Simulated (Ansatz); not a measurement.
PtSe₂: what symmetry allows forces and stress to be

```
CELL_PARAMETERS angstrom
3.58234 0.00000 0.00000
-1.79117 3.10240 0.00000
0.00000 0.00000 5.17316
ATOMIC_POSITIONS crystal
Pt 0.00000 0.00000 0.00000
Se 0.33333 0.66667 0.24274
Se 0.66667 0.33333 0.75726
```

All numbers below come from DFT PBEsol, scalar-relativistic, plane waves, PAW in Ansatz 0.2.0.

Settings: cutoff 420 eV, Γ-centred mesh 15×15×8 on the computed 3-atom cell, Gaussian smearing of 0.10 eV; no spin polarisation.

This distorted cell has space group P-3m1, with 12 operations.

Without a calculation: in which directions can each atom feel a force?

A force must be left unchanged by every operation that keeps its atom in place, so it lies in the space that those operations leave fixed. Atoms that the group maps onto each other feel forces of one size.
```
atom site symmetry operations at the site equivalent to atom allowed force (Cartesian)
 Pt1           -3m.                      12                   1                       none
 Se2            3m.                       6                   2   along (0.00, 0.00, 1.00)
 Se3            3m.                       6                   2   along (0.00, 0.00, 1.00)
```

That leaves 1 independent force component of 9. A relaxation in this cell that keeps the symmetry moves the atoms in these directions alone.

And the stress tensor?

It must be invariant under the point group, which leaves 2 independent components: yz, xz, xy vanish; xx = yy.

Do the computed values obey this?

Yes. Forces (eV/Å):
```
Pt1  0.000  0.000  0.000
Se2  0.000  0.000  1.543
Se3  0.000  0.000 -1.543
```

Stress (GPa, compression positive, xx yy zz yz xz xy): 19.27 19.27 11.45 0.00 0.00 0.00. The program imposes the same operations on density, forces and stress, so this confirms the analysis and is no independent test of the calculation.

Spin–orbit coupling is left out, which can shift energies with elements as heavy as these.